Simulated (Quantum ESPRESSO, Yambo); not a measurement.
Planning a run of Yambo 5.3.0 on AlAs (F-43m). The input:

```
optics
bss
bse
em1s
dipoles
rim_cut
RandQpts= 1000000
RandGvec= 1 RL
Chimod= "HARTREE"
BSKmod= "SEX"
BSEmod= "coupling"
BSSmod= "d"
BSENGexx= 30 Ry
BSENGBlk= 6 Ry
% BSEQptR
 1 | 1 |
%
% BSEBands
 7 | 13 |
%
% BEnRange
 0 | 7 | eV
%
% BDmRange
 0.1 | 0.1 | eV
%
BEnSteps= 141
% BLongDir
 1 | 0 | 0 |
%
% BndsRnXs
 1 | 56 |
%
NGsBlkXs= 6 Ry
% LongDrXs
 1 | 1 | 1 |
%
% KfnQP_E
 1.083 | 1.0 | 1.0 |
%
WRbsWF
```

```sh
OMP_NUM_THREADS=1 mpirun -n 8 yambo -F bse6.in -J bse6,bse3_W -C bse6 > bse6.log
```

The stored states that it reads are on a 4×4×4 mesh. The structure is cubic, space group F-43m (No. 216). The conventional cell has a = 5.661 Å, b = 5.661 Å, c = 5.661 Å, α = 90.00°, β = 90.00°, γ = 90.00°. Nearest to Al lie 4 As at 2.45 Å. As has 4 Al at 2.45 Å nearest. Farther neighbours are not listed.

How long will it take on 8 MPI ranks of Arm Neoverse V2, shared host, and how much memory?

It took 20 s; on shared hardware allow 10 s to 41 s. Peak host memory was 3.5 GiB.

The kernel grows as the square of the matrix size, and full diagonalisation as its cube.

[Paths, hosts, dates, memory and timing lines, banners, echoed tables and standing remarks are left out of the program output.]

[Logs are printed without paths, hosts, clocks, repeated set-up lines and the standing remarks that a program may print on its own settings, such as how far it seeks lower states.]

[Runs of the session that timed out or met a known fault of the program may be left out.]

[Hosts, paths, dates, database ids (printed as entryN), source tags and the programs' standing remarks are cut or masked in the printed files.]
